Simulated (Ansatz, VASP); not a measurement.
# TiO2 in two plane-wave programs, part 2 of 2

Wanted: the spread between two codes on one cell, functional and k mesh. The structure shown is the end of the Ansatz relaxation below.

VASP 6.6.1 and Ansatz 0.2.0.

So far: Set-up; Ansatz: relaxation, PBEsol; VASP: single point, PBEsol, pair 1.

## (4) Comparison

Known differences besides the potentials themselves: Ansatz makes its cores anew for this functional, VASP keeps those of its PBE data sets; Ansatz's pressure holds a Pulay correction, VASP's none. Total energies have different zeros and are not compared.

The two programs side by side:

| quantity | Ansatz | VASP | difference |
| --- | --- | --- | --- |
| pressure (GPa) | -0.01 | 0.42 | -0.43 |
| gap on the k mesh (eV) | 2.112 | 2.086 | +0.026 |

At this near-relaxed geometry the largest component of a force difference is 18 meV/Å. A gap on the mesh is an upper bound, since the band edges may lie between its points.

## (5) Ansatz: relaxation, PBEsol

This run makes the geometry at which the two programs are then compared. The cell compared in this pair holds 134.00 Å³, against 135.81 Å³ for the pair before.

The structure compared here is the end of the Ansatz relaxation.

File input.yaml:

```yaml
crystal:
  lattice:
    - [3.797833715, 0.0, 0.0]
    - [0.0, 3.797833715, 0.0]
    - [0.0, 0.0, 9.27096221]
  atoms:
    - { symbol: Ti, position: [0.0, 0.0, 0.0] }
    - { symbol: Ti, position: [0.0, 0.5, 0.25] }
    - { symbol: Ti, position: [0.5, 0.5, 0.5] }
    - { symbol: Ti, position: [0.5, 0.0, 0.75] }
    - { symbol: O, position: [0.0, 0.0, 0.2074496] }
    - { symbol: O, position: [0.0, 0.5, 0.4574496] }
    - { symbol: O, position: [0.0, 0.5, 0.0425504] }
    - { symbol: O, position: [0.0, 0.0, 0.7925504] }
    - { symbol: O, position: [0.5, 0.5, 0.7074496] }
    - { symbol: O, position: [0.5, 1.0, 0.9574496] }
    - { symbol: O, position: [0.5, 0.0, 0.5425504] }
    - { symbol: O, position: [0.5, 0.5, 0.2925504] }
kpoints:
  mp_grid: { grid: [7, 7, 3] }
scf:
  occupations: { method: fermi_dirac, width: 0.02 }
hamiltonian:
  xc: pbesol
  pseudopotentials: { kind: paw, azcp: { folder: soft_1 }, xc_functional: pbe }
basis:
  ecutwfc: 600
output:
  forces: true
  stress: true
relax:
  f_tol: 0.005
  max_steps: 70
  cell: { stress_tol: 0.02, p_target: 0, fix: [c, alpha, beta, gamma] }
```

The run is started by

```
ansatz run input.yaml --threads 4 --pin off --max-ram 10240MiB --backend cpu --events-out ev --progress --plain --runs-dir out
```

Numbers of over 12 decimals in the logs are rounded to 6 here.

The log of the run:

```text
[...]
Crystal: 12 atoms, lattice volume = 133.720 Å³
Basis set: ecut = 600 eV, 4453 PW (Γ), exchange–correlation on 64×64×150 points (8 copies of the dense FFT grid, shifted against one another)
Bands: 60, of which v1, the nominal top of the filled ones, is band 48 counted from 1 (47 counted from 0)
Symmetry: 32 space group operations
[...]
k-points: 20 of 147
[...]
- { symbol: Ti, position: [0.500000, 0, 0.75] }
    - { symbol: O, position: [0, 0, 0.211466] }
    - { symbol: O, position: [0, 0.500000, 0.461466] }
    - { symbol: O, position: [0, 0.500000, 0.038534] }
    - { symbol: O, position: [0, 0, 0.788534] }
    - { symbol: O, position: [0.500000, 0.500000, 0.711466] }
    - { symbol: O, position: [0.500000, 1.000000, 0.961466] }
    - { symbol: O, position: [0.500000, 0, 0.538534] }
    - { symbol: O, position: [0.500000, 0.500000, 0.288534] }
[key lines of the parts left out:]
SCF converged after 6 iterations
Free energy (F): -14399.499435 eV
Fermi energy:    8.391621 eV
P = ⅓ Tr σ = 1.1417 GPa (11.417 kbar)
```

## (6) VASP: single point, PBEsol, pair 2

The same cell, functional, mesh and smearing now go to VASP, with its own data sets.

File INCAR:

```
SYSTEM = TiO2
PREC = Accurate
ENCUT = 600
EDIFF = 1E-06
NELM = 120
ISMEAR = -1
SIGMA = 0.02
LREAL = .FALSE.
ALGO = Normal
GGA = PS
NBANDS = 60
LASPH = .TRUE.
LORBIT = 11
LWAVE = .FALSE.
LCHARG = .FALSE.
ISIF = 2
GGA_COMPAT = .FALSE.
EFERMI = MIDGAP
KPAR = 2
```

File POSCAR:

```
TiO2
1.0
    3.8017596750      0.0000000000      0.0000000000
    0.0000000000      3.8017596750      0.0000000000
    0.0000000000      0.0000000000      9.2709622100
Ti O
4 8
Direct
    0.0000000000      1.0000000000      1.0000000000
    0.0000000000      0.5000000000      0.2500000000
    0.5000000000      0.5000000000      0.5000000000
    0.5000000000      1.0000000000      0.7500000000
    0.0000000000      1.0000000000      0.2114655933
    0.0000000000      0.5000000000      0.4614655933
    0.0000000000      0.5000000000      0.0385344067
    0.0000000000      1.0000000000      0.7885344067
    0.5000000000      0.5000000000      0.7114655933
    0.5000000000      1.0000000000      0.9614655933
    0.5000000000      1.0000000000      0.5385344067
    0.5000000000      0.5000000000      0.2885344067
```

File KPOINTS:

```
Automatic mesh
0
Gamma
7 7 3
0 0 0
```

Potentials, in the order of the species: Ti_sv and O (PBE family, release 64).

The run is started by

```
mpirun -np 2 vasp_std
```

The log of the run:

```text
[banner, memory and clock lines left out]
running    2 mpi-ranks, on    1 nodes
[...]
[... a notice as in an earlier step ...]

 LDA part: xc-table for (Slater+PW92), standard interpolation
 POSCAR, INCAR and KPOINTS ok, starting setup
[...]
entering main loop
       N       E                     dE             d eps       ncg     rms          rms(c)
DAV:   1     0.159419034553E+04    0.15942E+04   -0.51518E+04  2400   0.207E+03
DAV:   2     0.193910676749E+03   -0.14003E+04   -0.13308E+04  2408   0.618E+02
DAV:   3    -0.120080305666E+03   -0.31399E+03   -0.30108E+03  3088   0.251E+02
DAV:   4    -0.143245697920E+03   -0.23165E+02   -0.23094E+02  3552   0.752E+01
[...]
DAV:  14    -0.112404517827E+03    0.21796E-04   -0.20058E-04  3512   0.691E-02    0.753E-03
DAV:  15    -0.112404521074E+03   -0.32471E-05   -0.16606E-05  2924   0.224E-02    0.528E-03
DAV:  16    -0.112404520525E+03    0.54913E-06   -0.21762E-06  1568   0.725E-03
   1 F= -.11240452E+03 E0= -.11240452E+03  d E =-.894520E-23
```

From OUTCAR (step 6):

```text
  Total        0.3179605      0.3179605      3.2990483      0.0000000      0.0000000      0.0000000
  in kB        3.8018027      3.8018027     39.4461952      0.0000000      0.0000000      0.0000000
  external PRESSURE =      15.6832669 kB  Pullay stress =       0.0000000 kB

 POSITION                                       TOTAL-FORCE (eV/Angst)
 -----------------------------------------------------------------------------------
      0.00000      0.00000      0.00000         0.000000      0.000000     -0.000000
      0.00000      1.90088      2.31774        -0.000000      0.000000     -0.000000
      1.90088      1.90088      4.63548         0.000000     -0.000000     -0.000000
      1.90088      0.00000      6.95322        -0.000000     -0.000000     -0.000000
      0.00000      0.00000      1.96049         0.000000      0.000000      0.024504
      0.00000      1.90088      4.27823        -0.000000      0.000000      0.024504
      0.00000      1.90088      0.35725        -0.000000     -0.000000     -0.024504
      0.00000      0.00000      7.31047         0.000000      0.000000     -0.024504
      1.90088      1.90088      6.59597         0.000000      0.000000      0.024504
      1.90088      0.00000      8.91371         0.000000     -0.000000      0.024504
      1.90088      0.00000      4.99273        -0.000000     -0.000000     -0.024504
      1.90088      1.90088      2.67499         0.000000     -0.000000     -0.024504
 -----------------------------------------------------------------------------------
    total drift:                                0.000000     -0.000000      0.000000

  FREE ENERGIE OF THE ION-ELECTRON SYSTEM (eV)
  ---------------------------------------------------
  free  energy   TOTEN  =      -112.4045205253 eV

  energy  without entropy=     -112.4045205253  energy(sigma->0) =     -112.40452053

[... 1 part as in an earlier step ...]

[... 2 further parts left out ...]
[key lines of the parts left out:]
E-fermi :   4.4430
```

The run ends at a pressure of 1.57 GPa, with forces up to 0.025 eV/Å.

## (7) Comparison

The two programs side by side:

| quantity | Ansatz | VASP | difference |
| --- | --- | --- | --- |
| pressure (GPa) | 1.14 | 1.57 | -0.43 |
| gap on the k mesh (eV) | 1.977 | 1.950 | +0.027 |

At this near-relaxed geometry the largest component of a force difference is 25 meV/Å. A gap on the mesh is an upper bound, since the band edges may lie between its points.

## (8) Ansatz: relaxation, PBEsol

This run makes the geometry at which the two programs are then compared. The cell compared in this pair holds 134.63 Å³, against 134.00 Å³ for the pair before.

The structure compared here is the end of the Ansatz relaxation.

Changes to input.yaml since step 5:

```diff
@@ -2,5 +2,5 @@
   lattice:
-    - [3.797833715, 0.0, 0.0]
-    - [0.0, 3.797833715, 0.0]
-    - [0.0, 0.0, 9.27096221]
+    - [3.78840981, 0.0, 0.0]
+    - [0.0, 3.78840981, 0.0]
+    - [0.0, 0.0, 9.36653914]
   atoms:
@@ -30,2 +30,6 @@
   stress: true
+  write_density: true
+  write_potential: true
+  elf: true
+  volumetric_format: npy
 relax:
```

The run is started by

```
ansatz run input.yaml --threads 4 --pin off --max-ram 10240MiB --backend cpu --events-out ev --progress --plain --runs-dir out
```

The log of the run:

```text
[...]
Crystal: 12 atoms, lattice volume = 134.429 Å³
Basis set: ecut = 600 eV, 4501 PW (Γ), exchange–correlation on 64×64×150 points (8 copies of the dense FFT grid, shifted against one another)
Bands: 60, of which v1, the nominal top of the filled ones, is band 48 counted from 1 (47 counted from 0)
Symmetry: 32 space group operations
[...]
k-points: 20 of 147
[...]
- { symbol: Ti, position: [0.5, 0.5, 0.500000] }
    - { symbol: Ti, position: [0.5, 0, 0.750000] }
    - { symbol: O, position: [0, 0, 0.210078] }
    - { symbol: O, position: [0, 0.5, 0.460078] }
    - { symbol: O, position: [0, 0.5, 0.039922] }
    - { symbol: O, position: [0, 0, 0.789922] }
    - { symbol: O, position: [0.5, 0.5, 0.710078] }
    - { symbol: O, position: [0.5, 1.0, 0.960078] }
    - { symbol: O, position: [0.5, 0, 0.539922] }
    - { symbol: O, position: [0.5, 0.5, 0.289922] }
[key lines of the parts left out:]
SCF converged after 6 iterations
Free energy (F): -14399.523648 eV
Fermi energy:    8.342096 eV
P = ⅓ Tr σ = 0.7381 GPa (7.381 kbar)
```

## (9) VASP: single point, PBEsol, pair 3

The same cell, functional, mesh and smearing now go to VASP, with its own data sets.

INCAR is that of step 6.

File POSCAR:

```
TiO2
1.0
    3.7912315565      0.0000000000      0.0000000000
    0.0000000000      3.7912315565      0.0000000000
    0.0000000000      0.0000000000      9.3665391400
Ti O
4 8
Direct
    0.0000000000      0.0000000000      0.0000000000
    0.0000000000      0.5000000000      0.2500000000
    0.5000000000      0.5000000000      0.5000000000
    0.5000000000      0.0000000000      0.7500000000
    0.0000000000      0.0000000000      0.2100781208
    0.0000000000      0.5000000000      0.4600781208
    0.0000000000      0.5000000000      0.0399218792
    0.0000000000      0.0000000000      0.7899218792
    0.5000000000      0.5000000000      0.7100781208
    0.5000000000      0.0000000000      0.9600781208
    0.5000000000      0.0000000000      0.5399218792
    0.5000000000      0.5000000000      0.2899218792
```

KPOINTS is that of step 6.

The run is started by

```
mpirun -np 2 vasp_std
```

The log of the run:

```text
[... set-up lines as in an earlier step ...]
 entering main loop
       N       E                     dE             d eps       ncg     rms          rms(c)
DAV:   1     0.159855746562E+04    0.15986E+04   -0.51453E+04  2400   0.207E+03
DAV:   2     0.194080325647E+03   -0.14045E+04   -0.13359E+04  2408   0.620E+02
DAV:   3    -0.119715429102E+03   -0.31380E+03   -0.30171E+03  3040   0.251E+02
DAV:   4    -0.143337799269E+03   -0.23622E+02   -0.23540E+02  3536   0.755E+01
[...]
DAV:  14    -0.112430152560E+03    0.24103E-04   -0.20966E-04  3512   0.708E-02    0.767E-03
DAV:  15    -0.112430156003E+03   -0.34432E-05   -0.16951E-05  2900   0.225E-02    0.545E-03
DAV:  16    -0.112430155352E+03    0.65094E-06   -0.23429E-06  1632   0.747E-03
   1 F= -.11243016E+03 E0= -.11243016E+03  d E =-.302281E-23
```

OUTCAR, selected parts (step 9):

```text
  Total        0.3291695      0.3291695      2.2860747      0.0000000      0.0000000     -0.0000000
  in kB        3.9173322      3.9173322     27.2057825      0.0000000      0.0000000     -0.0000000
  external PRESSURE =      11.6801490 kB  Pullay stress =       0.0000000 kB

 POSITION                                       TOTAL-FORCE (eV/Angst)
 -----------------------------------------------------------------------------------
      0.00000      0.00000      0.00000         0.000000     -0.000000      0.000000
      0.00000      1.89562      2.34163         0.000000      0.000000      0.000000
      1.89562      1.89562      4.68327         0.000000      0.000000      0.000000
      1.89562      0.00000      7.02490        -0.000000     -0.000000     -0.000000
      0.00000      0.00000      1.96770         0.000000     -0.000000      0.022427
      0.00000      1.89562      4.30934         0.000000      0.000000      0.022427
      0.00000      1.89562      0.37393         0.000000      0.000000     -0.022427
      0.00000      0.00000      7.39883         0.000000     -0.000000     -0.022427
      1.89562      1.89562      6.65097         0.000000     -0.000000      0.022427
      1.89562      0.00000      8.99261         0.000000      0.000000      0.022427
      1.89562      0.00000      5.05720        -0.000000      0.000000     -0.022427
      1.89562      1.89562      2.71556         0.000000     -0.000000     -0.022427
 -----------------------------------------------------------------------------------
    total drift:                                0.000000     -0.000000      0.000000

  FREE ENERGIE OF THE ION-ELECTRON SYSTEM (eV)
  ---------------------------------------------------
  free  energy   TOTEN  =      -112.4301553519 eV

  energy  without entropy=     -112.4301553519  energy(sigma->0) =     -112.43015535

[... 1 part as in an earlier step ...]

[... 2 further parts left out ...]
[key lines of the parts left out:]
E-fermi :   4.4122
```

The run ends at a pressure of 1.17 GPa, with forces up to 0.022 eV/Å.

## (10) Differences

Both answers:

| quantity | Ansatz | VASP | difference |
| --- | --- | --- | --- |
| pressure (GPa) | 0.74 | 1.17 | -0.43 |
| gap on the k mesh (eV) | 2.021 | 1.994 | +0.026 |

At this near-relaxed geometry the largest component of a force difference is 22 meV/Å. A gap on the mesh is an upper bound, since the band edges may lie between its points.

## (11) Summary of results

```json
{
  "difference in gap on the k mesh (single point, PBEsol, pair 1)": "0.026 eV",
  "r.m.s. force difference (single point, PBEsol, pair 1)": "8.6 meV/Å",
  "difference in gap on the k mesh (single point, PBEsol, pair 2)": "0.027 eV",
  "r.m.s. force difference (single point, PBEsol, pair 2)": "12 meV/Å",
  "difference in gap on the k mesh (single point, PBEsol, pair 3)": "0.026 eV",
  "r.m.s. force difference (single point, PBEsol, pair 3)": "11 meV/Å"
}
```

**Reading.** The r.m.s. force difference is 12 meV/Å (single point, PBEsol, pair 2), at about the 12 meV/Å picked in this series as the mark of a large difference. 5 further runs of this series are not shown here. How closely two codes agree says nothing of how well the functional describes the real material.

[Lines on the potential files, build, host, timing and source positions are cut from VASP's logs without a mark.]

[Logs are printed without paths, hosts, clocks, repeated set-up lines and the standing remarks that a program may print on its own settings, such as how far it seeks lower states.]

[Hosts, paths, dates, database ids (printed as entryN), source tags and the programs' standing remarks are cut or masked in the printed files.]
